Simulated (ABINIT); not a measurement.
Crystal: PtSe2 (Sudovikovite).

```
CELL_PARAMETERS angstrom
3.72400 0.00000 0.00000
-1.86200 3.22508 0.00000
0.00000 0.00000 5.06200
ATOMIC_POSITIONS crystal
Pt 0.00000 0.00000 0.00000
Se 0.66667 0.33333 0.75000
Se 0.33333 0.66667 0.25000
```

Base run:

- Program: ABINIT 10.8.3 (patched build)
- Functional: LDA
- Potentials or basis: PseudoDojo NC SR LDA v0.4 stringent
- Cutoff: 1306 eV
- k mesh: 6 × 6 × 4
- Occupations: fermi-dirac, width 0.05 eV
- Spin: no spin polarisation

Its results: band gap on the k mesh none (metal or under the smearing width); pressure -2.4 GPa; largest force 0.173 eV/Å.

Problem. The run is repeated on the same cell with these changes: potentials or basis from PseudoDojo NC SR LDA v0.4 stringent to PseudoDojo NC SR LDA v0.4.1 standard; cutoff from 1306 eV to 1088 eV; valence electrons from 66 to 50. What comes out?

Solution. Band gap on the k mesh none (metal or under the smearing width); pressure -0.8 GPa; largest force 0.185 eV/Å.
